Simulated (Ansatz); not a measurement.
TiC: band structure with PBE

Crystal: TiC.

```
CELL_PARAMETERS angstrom
0.00000 2.16572 2.16572
2.16572 0.00000 2.16572
2.16572 2.16572 0.00000
ATOMIC_POSITIONS crystal
Ti 0.00000 0.00000 0.00000
C 0.50000 0.50000 0.50000
```

The cell is a database's computed one.

```
Program                             : Ansatz 0.2.0
Task                                : band structure
Functional                          : PBE
Potentials or basis                 : Ansatz PAW
Cutoff                              : 420 eV (not typed: the program's choice for these potentials)
k mesh                              : 6 × 6 × 6
Occupations                         : fermi-dirac, width 0.05 eV
Spin                                : no spin polarisation
Path                                : [["G", "X", "W", "K", "G", "L", "U", "W", "L", "K"], ["U", "X"]]
Points for each segment of the path : 14
```

The pressure is 0.3 GPa and the band gap on the k mesh is none (metal or under the smearing width).

Levels at the corners of the path, in eV from the Fermi level:
```
point  band 5  band 6  band 7  band 8  band 9  band 10  band 11  band 12
    Γ  -12.29    0.81    0.81    0.81    1.79     1.79     1.79     1.83
    X  -10.01   -3.32   -1.51    0.08    0.08     2.83     3.64     3.64
    W   -9.41   -3.03   -3.03   -2.59    2.91     2.91     3.64     5.23
    K   -9.48   -3.36   -3.24   -1.61    1.57     3.26     3.94     5.55
    Γ  -12.29    0.81    0.81    0.81    1.79     1.79     1.79     1.83
    L   -8.80   -5.73   -2.79   -2.79    3.03     3.03     4.22     8.28
    U   -9.48   -3.36   -3.24   -1.61    1.57     3.26     3.94     5.55
    W   -9.41   -3.03   -3.03   -2.59    2.91     2.91     3.64     5.23
    L   -8.80   -5.73   -2.79   -2.79    3.03     3.03     4.22     8.28
    K   -9.48   -3.36   -3.24   -1.61    1.57     3.26     3.94     5.55
    U   -9.48   -3.36   -3.24   -1.61    1.57     3.26     3.94     5.55
    X  -10.01   -3.32   -1.51    0.08    0.08     2.83     3.64     3.64
```

Wall time 1.2 s on 2 threads of Intel(R) Xeon(R) Platinum 8259CL CPU @ 2.50GHz (Skylake/Cascade Lake) (shared host), peak memory 0.33 GiB.

Caveat: the k mesh is coarse (spacing up to 0.42 Å⁻¹), so the values aren't converged.
